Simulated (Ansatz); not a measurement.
# Pt: pressure against volume

An exercise on one series of results from a longer session: the logs are not shown, and one member is left open.

The COD entry's cell or inner coordinates are ideal or old and differ from later refinements, so a difference from it is no clean test against experiment.

Program: Ansatz 0.2.0. Level of theory: DFT PBE, scalar-relativistic. These are calculated values, not measurements.

**The system as given**

The structure is cubic, space group Fm-3m (No. 225). Conventional cell: a = 3.916 Å, b = 3.916 Å, c = 3.916 Å, α = 90.00°, β = 90.00°, γ = 90.00°. Pt (site symmetry m-3m) has 12 Pt at 2.77 Å as nearest neighbours.

Coordinates:

```
Pt
1.0
     0.00000    1.95790    1.95790
     1.95790    0.00000    1.95790
     1.95790    1.95790    0.00000
Pt
1
Direct
  0.00000 0.00000 0.00000
```

The cell comes from a crystallographic database entry that wasn't checked; take it as a given geometry, which may be far from equilibrium.

Set-up of the first run:

input.yaml

```yaml
crystal:
  lattice:
    - [0.0, 1.9182716408, 1.9182716408]
    - [1.9182716408, 0.0, 1.9182716408]
    - [1.9182716408, 1.9182716408, 0.0]
  atoms:
    - { symbol: Pt, position: [0.0, 0.0, 0.0] }
kpoints:
  mp_grid: { grid: [18, 18, 18] }
scf:
  occupations: { method: fermi_dirac, width: 0.03 }
hamiltonian:
  xc: pbe
  pseudopotentials: { kind: all_electron, lapw: { basis_error: 0.00025 } }
output:
  forces: true
  stress: true
  eigenvalues: true
```

On the command line:

```sh
> ansatz run input.yaml --threads 1 --pin off --max-ram 2048MiB --backend cpu --events-out ev --progress --plain --runs-dir out
```

Among the steps run: Volume × 0.9405, LAPW; Volume × 0.9405, PAW; Volume × 0.9405, crystal datasets; Volume × 0.98, LAPW; Volume × 0.98, PAW; Volume × 1.02, LAPW; Volume × 1.02, PAW; Volume × 1.06, LAPW; Volume × 1.06, PAW; Volume × 1.06, crystal datasets.

One of the session's tables, all rows but one given; the rest of the session is left out.

| method | volume (Å³/atom) | pressure (GPa) |
| --- | --- | --- |
| LAPW | 14.118 | 33.50 |
| LAPW | 14.711 | ? |
| LAPW | 15.011 | 11.38 |
| LAPW | 15.311 | 5.57 |
| LAPW | 15.911 | -4.09 |
| PAW | 14.118 | 33.57 |
| PAW | 14.711 | 17.99 |
| PAW | 15.011 | 11.43 |
| PAW | 15.311 | 5.62 |
| PAW | 15.911 | -4.05 |
| crystal datasets | 14.118 | 33.51 |
| crystal datasets | 15.011 | 11.38 |
| crystal datasets | 15.911 | -4.09 |

Estimate the missing values for LAPW, 14.711.

As computed: pressure (GPa): 17.93. In the column «pressure (GPa)» it lies between PAW, 15.011 (11.43) and PAW, 14.711 (17.99).

To keep in mind: Spin-orbit coupling is left out, though the cell holds Pt; in elements this heavy it can shift bands and gaps by tenths of an eV. Warnings in the runs' records: gradients without spin orbit, crystal datasets made, band levels unverified.
